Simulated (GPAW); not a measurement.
A run of GPAW 26.7.0:

File run.py:

```python
from ase.dft.bandgap import bandgap
from ase.io import read, write
from ase.units import GPa
from gpaw import GPAW, PW

atoms = read('Bi2Se3.xyz')

calc = GPAW(mode=PW(500),
            xc='PBE',
            kpts={'size': (6, 6, 6), 'gamma': True},
            occupations={'name': 'fermi-dirac', 'width': 0.05},
            nbands=39,
            maxiter=120,
            txt='gpaw.txt')
atoms.calc = calc
energy = atoms.get_potential_energy()
forces = atoms.get_forces()
stress = atoms.get_stress()
calc.write('gs.gpw')
write('result.traj', atoms)
print(f'Energy: {energy:.6f} eV')
print('Forces (eV/A):')
print(forces.round(4))
print('Stress (GPa):', (stress / GPa).round(3))
print('Fermi level:', round(calc.get_fermi_level(), 4), 'eV')
print(f'Gap: {bandgap(calc)[0]:.4f} eV, direct: {bandgap(calc, direct=True)[0]:.4f} eV')
```

File Bi2Se3.xyz:

```xyz
5
Lattice="2.0715000000 1.1959810826 9.5453333333 -2.0715000000 1.1959810826 9.5453333333 0.0000000000 -2.3919621653 9.5453333333" Properties=species:S:1:pos:R:3 pbc="T T T"
Bi     0.0000000000     -0.0000000001     17.1586911999
Bi     0.0000000000      0.0000000000     11.4773088000
Se     0.0000000000     -0.0000000001     22.5737587999
Se     0.0000000000      0.0000000000      6.0622412000
Se     0.0000000000      0.0000000000      0.0000000000
```

Potentials or basis: GPAW PAW data sets (gpaw-data 1.2.1), pw.

The run is started by

```bash
$ OMP_NUM_THREADS=1 python run.py
```

Hardware: 1 thread of Arm Neoverse V2 (shared host).

**Question.** Estimate the wall time of this run.

**Answer.** Run time: 4.7 min on 1 thread of Arm Neoverse V2, on a shared host, peak memory 0.51 GiB. Counts: scf iterations 10, plane waves 3629, bands 39, k points 32.
